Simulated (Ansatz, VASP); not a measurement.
Two plane-wave programs on Ru

File INCAR:

```
SYSTEM = Ru
ALGO = Normal
EDIFF = 1E-7
ENCUT = 520
GGA = PS
ISIF = 2
ISMEAR = 0
LASPH = .True.
LCHARG = .True.
LELF = .True.
LREAL = .False.
LVHAR = .True.
LWAVE = .False.
NBANDS = 21
NELM = 100
PREC = Accurate
SIGMA = 0.15
```

Contents of KPOINTS:

```
k-points
0
Gamma
  18 18 10
  0 0 0
```

Contents of POSCAR:

```
Ru
1.0
    2.5767000000      0.0000000000      0.0000000000
   -1.2883500000      2.2314876579      0.0000000000
    0.0000000000      0.0000000000      4.4565000000
Ru
2
Direct
    0.3333333333      0.6666666667      0.2500000000
    0.6666666667      0.3333333333      0.7500000000
```

Input for Ansatz:

```yaml
crystal:
  lattice:
    - [2.5767, 0.0, 0.0]
    - [-1.28835, 2.2314876579, 0.0]
    - [0.0, 0.0, 4.4565]
  atoms:
    - { symbol: Ru, position: [0.3333333333, 0.6666666667, 0.25] }
    - { symbol: Ru, position: [0.6666666667, 0.3333333333, 0.75] }
basis:
  ecutwfc: 420
kpoints:
  mp_grid: { grid: [18, 18, 10] }
hamiltonian:
  xc: pbesol
  pseudopotentials: { kind: paw, azcp: { folder: soft_1 } }
scf:
  occupations: { method: gaussian, width: 0.15 }
output:
  forces: true
  stress: true
  eigenvalues: true
```

Alike in both runs: task single point; functional PBEsol; k mesh 18 × 18 × 10; occupations gaussian, width 0.15 eV; no spin polarisation.

|  | VASP | Ansatz |
| --- | --- | --- |
| version | VASP 6.6.1 | Ansatz 0.2.0 |
| potentials or method | VASP PAW PBE potentials, release 64 (Ru_pv) | scalar-relativistic, plane waves, PAW |
| plane-wave cutoff (eV) | 520 | 420 |
| valence electrons in the cell | 28 | 32 |

Ansatz gave:

```
gap on the k mesh at the Fermi level (eV)       : none
pressure (GPa)                                  : 17.2
largest component of the traceless stress (GPa) : 34.50
```

Question: Which values does VASP return?

Answer: gap on the k mesh at the Fermi level (eV): none; pressure (GPa): 17.2; largest component of the traceless stress (GPa): 34.49.

A gap of «none» marks a metal or a gap that the smearing closes. With one functional, cell and mesh, what is left measures potentials, basis and numerics. The two sets of potentials don't hold the same shells in valence. Ansatz warned: «pseudo_functional_mismatch».

Caveats: so large a pressure means that the cell lies far from this level's equilibrium, or that cutoff or potentials fall short (VASP); the potentials were made for another functional, which shifts forces and pressure (VASP).
